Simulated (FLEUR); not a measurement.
**GaP: equation of state with r2SCAN**

**The experiment to reproduce.**

“Phosphorous dimerization in GaP at high pressure”, 2017, arxiv:1709.06667 reports, for a bulk crystal of GaP: bulk modulus 87.5 ± 0.6 GPa.

GaP:

```xyz
2
Lattice="0.0000 2.7252 2.7252 2.7252 0.0000 2.7252 2.7252 2.7252 0.0000" Properties=species:S:1:pos:R:3 pbc="T T T"
Ga    0.0000    0.0000    0.0000
P     4.0879    4.0879    4.0879
```

| Quantity | Value |
| --- | --- |
| Program | FLEUR MaX-R8.1 (later development tree) |
| Task | equation of state |
| Functional | r2SCAN |
| Potentials or basis | all-electron |
| Basis | FLAPW |
| Kmax | 5.21 1/bohr |
| k mesh | 8 × 8 × 8 |
| Occupations | fermi-dirac, width 0.05 eV |
| Spin | no spin polarisation |
| Gmax | 16.2 1/bohr |
| Muffin-tin radii | Ga 2.13, P 1.88 bohr |
| lmax | Ga 9, P 8 |
| lnonsphr | Ga 9, P 8 |
| Local orbitals a species | Ga 6, P 4 |

```yaml
Equilibrium_volume: 20.26 Å³/atom
Bulk_modulus: 87 GPa
```

Energy against volume, from the lowest point:
| volume (Å³/atom) | energy (meV/atom) |
| --- | --- |
| 19.026 | 23.06 |
| 19.431 | 10.04 |
| 20.240 | 0.00 |
| 21.050 | 7.79 |
| 21.455 | 17.14 |

Measured bulk modulus of GaP: 87.5 GPa (“Phosphorous dimerization in GaP at high pressure”, 2017, arxiv:1709.06667). This calculation gives 87 GPa (-0.5 %). The fit is for a static lattice scaled at fixed shape and fixed fractional positions.

Caveat: the meta-GGA is that of a development version, with a GGA for the radial functions and cores and without core tails.
